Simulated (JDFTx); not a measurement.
Runs of JDFTx 1.7.0 (patched build) on BN. The cell holds a slab with vacuum, 8 atoms: a = 2.502 Å, b = 2.502 Å, c = 25.486 Å, α = 90.00°, β = 90.00°, γ = 60.04°. 

| task | level | potentials or basis | cell | k mesh | centre of the truncation | electric field across the slab | liquid model | variant of the liquid model | solvent | gap on the mesh (eV) | largest force (eV/Å) |
| --- | --- | --- | --- | --- | --- | --- | --- | --- | --- | --- | --- |
| finite electric field | LDA | PseudoDojo-SR-LDA-0.4.1-standard with smoothed tails | as given | 6 × 6 × 1 | 0.000000 0.000000 24.080730 | 0.15 V/Å | - | - | - | 3.53 | (a) |
| finite electric field | LDA | PseudoDojo-SR-LDA-0.4.1-standard with smoothed tails | as given | 6 × 6 × 1 | 0.000000 0.000000 24.080730 | 0.3 V/Å | - | - | - | 3.04 | 0.12 |
| finite electric field | LDA | PseudoDojo-SR-LDA-0.4.1-standard with smoothed tails | as given | 6 × 6 × 1 | 0.000000 0.000000 24.080730 | -0.3 V/Å | - | - | - | 3.04 | 0.12 |
| finite electric field | LDA | PseudoDojo-SR-LDA-0.4.1-standard with smoothed tails | as given | 6 × 6 × 1 | 0.000000 0.000000 24.080730 | 0 V/Å | - | - | - | 3.85 | 0.04 |
| single point | PW91 | PseudoDojo-SR-PBE-0.5-standard with smoothed tails | the (0 1 0) slab of BN, cut from the database cell, not relaxed | 5 × 5 × 1 | 0.000000 0.000000 0.500000 | - | - | - | - | 4.43 | - |
| solvation | PW91 | PseudoDojo-SR-PBE-0.5-standard with smoothed tails | as given | 5 × 5 × 1 | 0.000000 0.000000 0.500000 | - | LinearPCM | SCCS_g09 | H2O | 4.43 | - |

Alike in all rows: no spin polarisation; cutoff (eV) 1143; smearing fermi-dirac 0.05 eV; the mesh is coarse, so values aren't converged.

Estimate the missing entries.

(a) 0.08.

Caveats: all runs use coarse meshes; the empty levels aren't tightly converged; the slab's dipole is good to some per cent (some runs); on so coarse a density grid forces on N, O, F and Zn can be off by 0.1 eV/Å (some runs); the cores' own exchange energy is taken off the total, which shifts forces and pressure where cores overlap (some runs); the potentials were made for another functional, which shifts forces and pressure (some runs); the liquid is a continuum model, checked here against plausible ranges alone (some runs).

A k mesh can miss the band edges.
